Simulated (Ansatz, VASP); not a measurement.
# Au in VASP and in Ansatz

The input INCAR:

```
ALGO     = Normal         # electronic algorithm
EDIFF    = 1E-8           # SCF threshold, eV
ENCUT    = 520            # plane-wave cutoff, eV
GGA      = PE             # functional
ISIF     = 2              # what is computed and relaxed
ISMEAR   = -1             # smearing method
LASPH    = T              # aspherical terms in the spheres
LCHARG   = F              # write CHGCAR
LEFG     = T            
LREAL    = F              # projectors in reciprocal space
LWAVE    = F              # write WAVECAR
NBANDS   = 18             # bands
NELM     = 80             # most SCF steps
PREC     = Accurate       # precision mode
SIGMA    = 0.03           # smearing width, eV
```

The input KPOINTS:

```
k-points
0
Gamma
  14 14 8
```

File POSCAR:

```
Au
1.0
    2.8714263008      0.0000000000      0.0000000000
   -1.4357131504      2.4867281216      0.0000000000
    0.0000000000      0.0000000000      4.9776000000
Au
2
Direct
    0.3333333333      0.6666666667      0.7500000000
    0.6666666667      0.3333333333      0.2500000000
```

Input for Ansatz:

```yaml
crystal:
  lattice:
    - [2.8714263008, 0.0, 0.0]
    - [-1.4357131504, 2.4867281216, 0.0]
    - [0.0, 0.0, 4.9776]
  atoms:
    - { symbol: Au, position: [0.3333333333, 0.6666666667, 0.75] }
    - { symbol: Au, position: [0.6666666667, 0.3333333333, 0.25] }
kpoints:
  mp_grid: { grid: [14, 14, 8] }
scf:
  occupations: { method: fermi_dirac, width: 0.03 }
hamiltonian:
  xc: pbe
  pseudopotentials: { kind: all_electron, datasets: crystal }
output:
  forces: true
  stress: true
  eigenvalues: true
  efg: { contact_densities: true }
```

Change from the starting cell: z stretched by +2 % at fixed volume, crystal datasets.

Alike in both runs: task electric field gradients; functional PBE; k mesh 14 × 14 × 8; occupations fermi-dirac, width 0.03 eV; no spin polarisation.

```csv
,VASP,Ansatz
version,VASP 6.6.1,Ansatz 0.2.0
potentials or method,"VASP PAW PBE potentials, release 64 (Au)","all-electron PAW with datasets made for the crystal, scalar-relativistic"
plane-wave cutoff (eV),520,see its input
```

VASP gave:

* pressure (GPa): 2.1
* largest component of the traceless stress (GPa): 1.58
* Vzz of the field gradient on the site that differs most (V/Å²): 41.3

Q: Estimate Ansatz's values.

A: Pressure (GPa): 2.4; largest component of the traceless stress (GPa): 1.56; Vzz of the field gradient on the site that differs most (V/Å²): 16.8.

Ansatz ran all-electron here, so the differences hold the error of VASP's frozen core and of both bases. Ansatz warned: «gradients_without_spin_orbit».

Spin-orbit coupling is left out, which matters for the levels of Au.
